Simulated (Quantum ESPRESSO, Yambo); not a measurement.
**GaN (F-43m): G0W0 in Yambo against the bands**

How does the gap of GaN (F-43m) converge in the bands?

Program: Yambo 5.3.0. Level of theory: PBE and many-body steps on it, plane waves. Results are calculated unless marked as measured.

This is a report of a sequence of runs, with most program output left out.

### 1. Starting point

Symmetry: F-43m, No. 216, cubic system. Conventional cell: a = 4.507 Å, b = 4.507 Å, c = 4.507 Å, α = 90.00°, β = 90.00°, γ = 90.00°. Ga has 4 N at 1.95 Å nearest. Nearest to N lie 4 Ga at 1.95 Å. Farther neighbours and most contacts between anions are not listed.

As a file:

```xyz
2
Lattice="0.0000 2.2535 2.2535 2.2535 0.0000 2.2535 2.2535 2.2535 0.0000" Properties=species:S:1:pos:R:3 pbc="T T T"
Ga    0.0000    0.0000    0.0000
N     3.3803    3.3803    3.3803
```

The cell and positions are those that the Materials Project relaxed with its own functionals (PBE, PBE+U or r2SCAN), kept fixed. This is not the form that GaN usually takes at ambient conditions.

### 2. 28 bands

This step: Yambo 5.3.0; G0W0 on PBE, plane waves, norm-conserving pseudopotentials.

Now the one-shot GW correction: screening in the RPA, then the self-energy of the levels asked for.

File gw1.in:

```
HF_and_locXC
gw0
dyson
ppa
em1d
rim_cut
RandQpts= 1000000
RandGvec= 1 RL
EXXRLvcs= 104 Ry
VXCRLvcs= 416 Ry
Chimod= "HARTREE"
% BndsRnXp
 1 | 28 |
%
NGsBlkXp= 15.5 Ry
% LongDrXp
 1 | 1 | 1 |
%
% GbndRnge
 1 | 28 |
%
DysSolver= "n"
ExtendOut
PPAPntXp= 27.21138 eV
% QPkrange
 1 | 1 | 12 | 15 |
%
```

The run is started by

```
$ OMP_NUM_THREADS=1 mpirun -n 4 yambo -F gw1.in -J gw1 -C gw1 > gw1.log
```

Run time: 13 s. Hardware: 4 MPI ranks of Arm Neoverse V1, shared host; peak memory 1.4 GiB.

This step gave:

| Quantity | Value |
| --- | --- |
| G0W0 gap on the points computed | 2.556 eV |
| starting gap on the mesh | 1.753 eV |
| k of the valence top | 0, 0, 0 |
| k of the conduction bottom | 0, 0, 0 |
| least direct G0W0 gap on the computed points | 2.556 eV |
| Z at the valence top | 0.7864 |
| Z at the conduction bottom | 0.8125 |

The gap on the mesh goes from 1.75 eV to 2.56 eV, a correction of +0.80 eV.

### 3. 46 bands

File gw2.in:

```
HF_and_locXC
gw0
dyson
ppa
em1d
rim_cut
RandQpts= 1000000
RandGvec= 1 RL
EXXRLvcs= 104 Ry
VXCRLvcs= 416 Ry
Chimod= "HARTREE"
% BndsRnXp
 1 | 46 |
%
NGsBlkXp= 15.5 Ry
% LongDrXp
 1 | 1 | 1 |
%
% GbndRnge
 1 | 46 |
%
DysSolver= "n"
ExtendOut
PPAPntXp= 27.21138 eV
% QPkrange
 1 | 1 | 12 | 15 |
%
```

The run is started by

```
$ OMP_NUM_THREADS=1 mpirun -n 4 yambo -F gw2.in -J gw2 -C gw2 > gw2.log
```

Elapsed: 22 s, on 4 MPI ranks; peak memory 1.4 GiB.

This step gave:

```yaml
g0w0_gap_on_the_points_computed: 2.520 eV
starting_gap_on_the_mesh: 1.753 eV
k_of_the_valence_top: 0, 0, 0
k_of_the_conduction_bottom: 0, 0, 0
least_direct_g0w0_gap_on_the_computed_points: 2.520 eV
z_at_the_valence_top: 0.7869
z_at_the_conduction_bottom: 0.8132
```

Against the run before, the gap moves by −0.036 eV.

### 4. 81 bands

File gw3.in:

```
HF_and_locXC
gw0
dyson
ppa
em1d
rim_cut
RandQpts= 1000000
RandGvec= 1 RL
EXXRLvcs= 104 Ry
VXCRLvcs= 416 Ry
Chimod= "HARTREE"
% BndsRnXp
 1 | 81 |
%
NGsBlkXp= 15.5 Ry
% LongDrXp
 1 | 1 | 1 |
%
% GbndRnge
 1 | 81 |
%
DysSolver= "n"
ExtendOut
PPAPntXp= 27.21138 eV
% QPkrange
 1 | 1 | 12 | 15 |
%
```

The run is started by

```
$ OMP_NUM_THREADS=1 mpirun -n 4 yambo -F gw3.in -J gw3 -C gw3 > gw3.log
```

Run time: 37 s. Hardware: 4 MPI ranks; peak memory 1.4 GiB.

Numbers from this step:

```
G0W0 gap on the points computed              : 2.541 eV
starting gap on the mesh                     : 1.753 eV
k of the valence top                         : 0, 0, 0
k of the conduction bottom                   : 0, 0, 0
least direct G0W0 gap on the computed points : 2.541 eV
```

Against the run before, the gap moves by +0.021 eV.

### 5. 138 bands

File gw4.in:

```
HF_and_locXC
gw0
dyson
ppa
em1d
rim_cut
RandQpts= 1000000
RandGvec= 1 RL
EXXRLvcs= 104 Ry
VXCRLvcs= 416 Ry
Chimod= "HARTREE"
% BndsRnXp
 1 | 138 |
%
NGsBlkXp= 15.5 Ry
% LongDrXp
 1 | 1 | 1 |
%
% GbndRnge
 1 | 138 |
%
DysSolver= "n"
ExtendOut
PPAPntXp= 27.21138 eV
% QPkrange
 1 | 1 | 12 | 15 |
%
```

The run is started by

```
$ OMP_NUM_THREADS=1 mpirun -n 4 yambo -F gw4.in -J gw4 -C gw4 > gw4.log
```

Wall time 64 s (4 MPI ranks); peak memory 1.4 GiB.

This step gave:

```
G0W0 gap on the points computed              : 2.570 eV
starting gap on the mesh                     : 1.753 eV
k of the valence top                         : 0, 0, 0
k of the conduction bottom                   : 0, 0, 0
least direct G0W0 gap on the computed points : 2.570 eV
```

Against the run before, the gap moves by +0.029 eV.

### 6. 206 bands

File gw5.in:

```
HF_and_locXC
gw0
dyson
ppa
em1d
rim_cut
RandQpts= 1000000
RandGvec= 1 RL
EXXRLvcs= 104 Ry
VXCRLvcs= 416 Ry
Chimod= "HARTREE"
% BndsRnXp
 1 | 206 |
%
NGsBlkXp= 15.5 Ry
% LongDrXp
 1 | 1 | 1 |
%
% GbndRnge
 1 | 206 |
%
DysSolver= "n"
ExtendOut
PPAPntXp= 27.21138 eV
% QPkrange
 1 | 1 | 12 | 15 |
%
```

The run is started by

```
$ OMP_NUM_THREADS=1 mpirun -n 4 yambo -F gw5.in -J gw5 -C gw5 > gw5.log
```

Elapsed: 97 s, on 4 MPI ranks; peak memory 1.6 GiB; 6.4 min of CPU time.

This step gave:

```yaml
g0w0_gap_on_the_points_computed: 2.584 eV
starting_gap_on_the_mesh: 1.753 eV
k_of_the_valence_top: 0, 0, 0
k_of_the_conduction_bottom: 0, 0, 0
least_direct_g0w0_gap_on_the_computed_points: 2.584 eV
```

Against the run before, the gap moves by +0.014 eV.

### 7. 283 bands

File gw6.in:

```
HF_and_locXC
gw0
dyson
ppa
em1d
rim_cut
RandQpts= 1000000
RandGvec= 1 RL
EXXRLvcs= 104 Ry
VXCRLvcs= 416 Ry
Chimod= "HARTREE"
% BndsRnXp
 1 | 283 |
%
NGsBlkXp= 15.5 Ry
% LongDrXp
 1 | 1 | 1 |
%
% GbndRnge
 1 | 283 |
%
DysSolver= "n"
ExtendOut
PPAPntXp= 27.21138 eV
% QPkrange
 1 | 1 | 12 | 15 |
%
```

The run is started by

```
$ OMP_NUM_THREADS=1 mpirun -n 4 yambo -F gw6.in -J gw6 -C gw6 > gw6.log
```

It took 2.2 min on 4 MPI ranks; peak memory 1.7 GiB; 8.9 min of CPU time.

This step gave:

* G0W0 gap on the points computed: 2.600 eV
* starting gap on the mesh: 1.753 eV
* k of the valence top: 0, 0, 0
* k of the conduction bottom: 0, 0, 0
* least direct G0W0 gap on the computed points: 2.600 eV

Against the run before, the gap moves by +0.016 eV.

### 8. The runs together

Times are wall times on 4 MPI ranks of Arm Neoverse V1, shared host, good to a factor of about two.

| run | mesh | bands | screening cutoff (eV) | DFT gap (eV) | gap on the mesh (eV) | direct (eV) | time |
| --- | --- | --- | --- | --- | --- | --- | --- |
| 28 bands | 4×4×4 | 28 | 210.9 | 1.753 | 2.556 | 2.556 | 13 s |
| 46 bands | 4×4×4 | 46 | 210.9 | 1.753 | 2.520 | 2.520 | 22 s |
| 81 bands | 4×4×4 | 81 | 210.9 | 1.753 | 2.541 | 2.541 | 37 s |
| 138 bands | 4×4×4 | 138 | 210.9 | 1.753 | 2.570 | 2.570 | 64 s |
| 206 bands | 4×4×4 | 206 | 210.9 | 1.753 | 2.584 | 2.584 | 97 s |
| 283 bands | 4×4×4 | 283 | 210.9 | 1.753 | 2.600 | 2.600 | 2.2 min |

### 9. Results

```yaml
28_bands: 2.556 eV
46_bands: 2.520 eV
81_bands: 2.541 eV
138_bands: 2.570 eV
206_bands: 2.584 eV
283_bands: 2.600 eV
known_limits: not at the basis limit; no spin-orbit coupling; coarse k mesh
```

**Reading.** The setting moved: bands. From 28 bands to 283 bands the gap moves by +0.04 eV, for 10 times the time, not steadily: it passes through 2.52 eV. The last step still moves it by +0.016 eV. Bands and screening cutoff are coupled, so a series along one setting does not show full convergence. Bands and cutoff are finite, so the gap is not at the basis limit. The miss can reach some tenths of an eV and take either sign; the mesh is an error of its own. In the G0W0 runs levels were corrected at 1 k point alone, so a gap called «on the mesh» is the least over those, and an edge elsewhere would be missed. The 4×4×4 mesh is coarse for this cell, which bears on the long-range parts of exchange and screening. The many-body steps are scalar-relativistic: spin-orbit coupling is not in them.

[Paths, hosts, dates, memory and timing lines, banners, echoed tables and standing remarks are left out of the program output.]

[Logs are printed without paths, hosts, clocks, repeated set-up lines and the standing remarks that a program may print on its own settings, such as how far it seeks lower states.]

[Runs of the session that timed out or met a known fault of the program may be left out.]

[Hosts, paths, dates, database ids (printed as entryN), source tags and the programs' standing remarks are cut or masked in the printed files.]
